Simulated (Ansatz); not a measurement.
# C (P6_3mc): convergence test of the plane-wave cutoff

How high a cutoff does C (P6_3mc) need? A script is to give a convergence test of the plane-wave cutoff; the system is C (P6_3mc).

The COD entry's cell or inner coordinates are ideal or old and differ from later refinements, so a difference from it is no clean test against experiment.

Computed with the Python package of Ansatz 0.2.0. Level of theory: DFT PBE, plane waves, PAW.

### Step 1. The system

The structure is hexagonal, space group P6_3mc (No. 186). Conventional cell: a = 2.470 Å, b = 2.470 Å, c = 6.790 Å, α = 90.00°, β = 90.00°, γ = 120.00°. C (site symmetry 3m) is surrounded by 3 C at 1.43 Å.

c.cif, read by the script:

```cif
data_C
_cell_length_a 2.470000
_cell_length_b 2.470000
_cell_length_c 6.790000
_cell_angle_alpha 90.00000
_cell_angle_beta 90.00000
_cell_angle_gamma 120.00000
_symmetry_space_group_name_H-M 'P 1'
_symmetry_Int_Tables_number 1
loop_
_symmetry_equiv_pos_as_xyz
'x, y, z'
loop_
_atom_site_label
_atom_site_type_symbol
_atom_site_fract_x
_atom_site_fract_y
_atom_site_fract_z
C1 C    0.000000    0.000000    0.000000
C2 C    0.000000    0.000000    0.500000
C3 C    0.333333    0.666667    0.005000
C4 C    0.666667    0.333333    0.505000
```

### Step 2. The script

File c.py:

```python
"""Convergence of C with the plane-wave cutoff."""

from dataclasses import dataclass
import csv
import warnings

import ansatz as az
from ase.io import read


@dataclass(frozen=True)
class RunConfig:
    kspacing: float = 0.26
    smearing: str = "Fermi-Dirac"
    sigma: float = 0.1


opts = RunConfig()

warnings.simplefilter("ignore", az.DeckWarning)

atoms = read("c.cif")
xtal = az.Crystal.from_ase(atoms)

calculation = xtal.calculation()
calculation = calculation.functional(az.Functional.PBE)
calculation = calculation.kpoints(spacing=opts.kspacing).occupations(opts.smearing, width=opts.sigma)

rows = []
for value in [250, 350, 450, 550, 650, 750]:
    report = calculation.basis(value).run(threads=1).report
    rows.append((value, report["free_energy_ev"] / len(report["lattice"]["sites"]), report["n_iterations"], report["n_pw"]))

with open("ecut.csv", "w", newline="") as handle:
    writer = csv.writer(handle)
    writer.writerow(["cutoff (eV)", "F/atom (eV)", "iterations", "plane waves"])
    writer.writerows([round(v, 5) if isinstance(v, float) else v for v in row] for row in rows)

# differences from the last row
for row in rows[:-1]:
    shift = 1000 * (row[1] - rows[-1][1])
    print(f"{row[0]}: {shift:+.2f} meV/atom" + ("  (within 2 meV)" if abs(shift) < 2 else ""))
```

### Step 3. The calls as engine input

The package turns the script's settings into the engine's input (first run):

```yaml
crystal:
  lattice:
    - [2.47, 0.0, 0.0]
    - [-1.2349999999999997, 2.139082747347564, 0.0]
    - [0.0, 0.0, 6.79]
  atoms:
    - { symbol: C, position: [0.0, 0.0, 0.0] }
    - { symbol: C, position: [0.0, 0.0, 0.5] }
    - { symbol: C, position: [0.33333300000000005, 0.666667, 0.005] }
    - { symbol: C, position: [0.6666670000000001, 0.333333, 0.505] }
basis:
  ecutwfc: 250.0
kpoints:
  mp_grid:
    kspacing: 0.26
hamiltonian:
  xc: pbe
scf:
  occupations:
    method: fermi_dirac
    width: 0.1
```

### Step 4. Running it

On the command line:

```bash
python c.py
```

Output:

```text
250: +512.20 meV/atom
350: +28.97 meV/atom
450: +1.58 meV/atom  (within 2 meV)
550: +0.71 meV/atom  (within 2 meV)
650: +0.20 meV/atom  (within 2 meV)
```

It took 17 s on 1 thread of Arm Neoverse V2, shared host; peak memory 0.47 GiB.

It wrote ecut.csv:

```csv
cutoff (eV),F/atom (eV),iterations,plane waves
250,-250.41642,6,335
350,-250.89965,6,549
450,-250.92705,6,797
550,-250.92792,6,1045
650,-250.92843,6,1349
750,-250.92862,6,1699
```

### Step 5. Inputs of later runs

The engine's inputs for some of the other runs:

Run 2, against run 1:

```diff
@@ -12 +12 @@
-  ecutwfc: 250.0
+  ecutwfc: 350.0
```

Run 5, against run 1:

```diff
@@ -12 +12 @@
-  ecutwfc: 250.0
+  ecutwfc: 650.0
```

Run 6, against run 1:

```diff
@@ -12 +12 @@
-  ecutwfc: 250.0
+  ecutwfc: 750.0
```

### Step 6. The runs side by side

From the records of these 6 runs:

| run | cutoff (eV) | energy from run 6 (meV/atom) | SCF cycles | CPU time (s) |
| --- | --- | --- | --- | --- |
| 1 | 250 | 512.20 | 6 | 1.1 |
| 2 | 350 | 28.97 | 6 | 1.6 |
| 3 | 450 | 1.58 | 6 | 2 |
| 4 | 550 | 0.71 | 6 | 2.9 |
| 5 | 650 | 0.20 | 6 | 3.6 |
| 6 | 750 | 0.00 | 6 | 4.5 |

Energies are free energies F = E - TS of the smeared occupations. 

### Step 7. Outcome

| quantity | value |
| --- | --- |
| runs compared | 6 |
| last run but one, from the last | +0.20 meV/atom |
| within 5 meV/atom of the last run from | 450 |

Runs 1, 2: each has a cutoff under the recommended one, so what rests on them isn't a property of the system. From 450 eV on it stays within 2 meV an atom of the value at 750 eV; the first row (250 eV) is off by 512.2 meV and the last but one by 0.20 meV. The energy falls steadily, as expected when plane waves are added. Notes:
- The mesh is modest for a metal, so energies can be off by several to tens of meV an atom and pressures by half a GPa or more; differences at equal mesh fare better.
- Of the deposited cell: the entry's cell lengths or inner coordinates differ somewhat from later room-temperature determinations.
- Shifts are counted from the last row, which is itself no proven limit.
